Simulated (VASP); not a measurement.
Input of a VASP 6.6.1 run:

File INCAR:

```
SYSTEM = MgS
PREC = Accurate ; ENCUT = 520
EDIFF = 1E-6 ; ISMEAR = 1
SIGMA = 0.02 ; LREAL = .FALSE.
LASPH = .TRUE. ; NELM = 100
ALGO = Fast ; ISIF = 2
LWAVE = .FALSE. ; LCHARG = .FALSE.
GGA = PS ; NBANDS = 16
```

KPOINTS

```
regular mesh
0
G
  6 6 4
  0 0 0
```

POSCAR

```
MgS
1.0
    4.0263195747      0.0000000000      0.0000000000
   -2.0131597874      3.4868950354      0.0000000000
    0.0000000000      0.0000000000      6.4228878852
Mg S
2 2
Direct
    0.6666666667      0.3333333333      0.4965677296
    0.3333333333      0.6666666667      0.9965677296
    0.3333333333      0.6666666667      0.3784312704
    0.6666666667      0.3333333333      0.8784312704
```

Potentials or basis: VASP PAW PBE potentials, release 64 (Mg, S).

Launch:

```console
$ cat potpaw_PBE.64/Mg/POTCAR potpaw_PBE.64/S/POTCAR > POTCAR
$ mpirun -np 1 vasp_std > vasp.out
```

(1) Estimate the largest force.

(2) Predict the pressure.

(3) What does it give for the band gap on the k mesh?

Answers

(1) 0.003 eV/Å.

(2) -0.1 GPa.

(3) 3.31 eV, direct.

Caveat: the PAW data sets were made with another functional, which shifts forces and pressure a little.
